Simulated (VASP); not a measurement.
Set up this calculation in VASP 6.6.1, as the native input.

```yaml
Task: density of states
Functional: PBE
Potentials_or_basis: VASP PAW PBE potentials, release 64 (Rh_pv)
Cutoff: 520 eV
k_mesh: 18 × 18 × 10
Occupations: gaussian, width 0.05 eV
Spin: no spin polarisation
Dipole_correction: no
k_mesh_for_the_DOS: 27 × 27 × 15
Occupations_for_the_DOS: tetrahedron
Further_INCAR_settings: ALGO = Fast; EDIFF = 1e-06; NBANDS = 22
```

The system is Rh.

```xyz
2
Lattice="2.7257 0.0000 0.0000 -1.3629 2.3606 0.0000 0.0000 0.0000 4.3804" Properties=species:S:1:pos:R:3 pbc="T T T"
Rh    0.0000    1.5737    3.2853
Rh    1.3629    0.7869    1.0951
```

The cell was built by a generator and needn't be a form met in nature.

One way to write it, as run:

POSCAR

```
Rh
1.0
    2.7257387625      0.0000000000      0.0000000000
   -1.3628693812      2.3605590124      0.0000000000
    0.0000000000      0.0000000000      4.3804180878
Rh
2
Direct
    0.3333333333      0.6666666667      0.7500000000
    0.6666666667      0.3333333333      0.2500000000
```

INCAR.step1

```
SYSTEM = Rh
PREC = Accurate
ENCUT = 520
EDIFF = 1E-6
ISMEAR = 0
SIGMA = 0.05
LREAL = .FALSE.
LASPH = .TRUE.
NELM = 100
ALGO = Fast
ISIF = 2
LWAVE = .FALSE.
LCHARG = .TRUE.
LMAXMIX = 4
GGA = PE
NBANDS = 22
```

KPOINTS.step1

```
Automatic mesh
0
G
  18 18 10
  0 0 0
```

INCAR.step2

```
SYSTEM = Rh
PREC = Accurate
ENCUT = 520
EDIFF = 1E-6
ISMEAR = -5
SIGMA = 0.05
LREAL = .FALSE.
LASPH = .TRUE.
NELM = 100
ALGO = Fast
ISIF = 2
LWAVE = .FALSE.
LCHARG = .FALSE.
LMAXMIX = 4
GGA = PE
LORBIT = 11
NBANDS = 22
NEDOS = 1001
ICHARG = 11
```

KPOINTS.step2

```
Automatic mesh
0
G
  27 27 15
  0 0 0
```

Potentials or basis: VASP PAW PBE potentials, release 64 (Rh_pv).

The run is started by

```console
$ cat potpaw_PBE.64/Rh_pv/POTCAR > POTCAR
$ cp INCAR.step1 INCAR
$ cp KPOINTS.step1 KPOINTS
$ mpirun -np 1 vasp_std > vasp.out
$ cp INCAR.step2 INCAR
$ cp KPOINTS.step2 KPOINTS
$ mpirun -np 1 vasp_std > vasp.out
```

It gave:

- Valence electrons inside the program's atomic spheres: Rh 13.74

Wall time 2 min on 1 thread of Intel(R) Xeon(R) 6975P-C (Granite Rapids), on a shared host, peak memory 0.4 GiB.
